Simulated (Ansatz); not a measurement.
## Relaxing MnO in the zincblende type

First guess:

```
CELL_PARAMETERS angstrom
0.00000 2.23228 2.23228
2.23228 0.00000 2.23228
2.23228 2.23228 0.00000
ATOMIC_POSITIONS crystal
Mn 0.00000 0.00000 0.00000
O 0.25000 0.25000 0.25000
```

All numbers below come from DFT, PBE, PAW with Ansatz's default frozen-core files, scalar-relativistic (Ansatz 0.2.0).

Cell and atoms relax within the symmetry of the start on a 14×14×14 k mesh with 0.05 eV Fermi–Dirac smearing, from parallel moments.

The start is built from a prototype, known or not as a phase of this compound; the cutoff is 420 eV.

Semilocal functionals without U often leave such compounds metallic or with too small a gap, and the real magnetic order may differ.

The magnetic state is the one reached from parallel moments; other orders may lie lower.

Task: What is the pressure of the first guess?

Result: 21.3 GPa.

Task: What does it relax to?

Result: a = 4.800 Å, b = 4.800 Å, c = 4.800 Å, α = 90.00°, β = 90.00°, γ = 90.00° (conventional cell), 13.83 Å³ per atom:
Space group F-43m (No. 216). a = 4.800 Å, b = 4.800 Å, c = 4.800 Å, α = 90.00°, β = 90.00°, γ = 90.00°
```json
{"atom": "Mn", "site": "4a", "symmetry": "-43m", "x": "0.0000", "y": "0.0000", "z": "0.0000"}
{"atom": "O", "site": "4d", "symmetry": "-43m", "x": "0.2500", "y": "0.2500", "z": "0.7500"}
```

Task: How much energy does the relaxation release?

Result: 166 meV/atom.

Task: What moment does the relaxed primitive cell (2 atoms) carry?

Result: 5.00 μB.
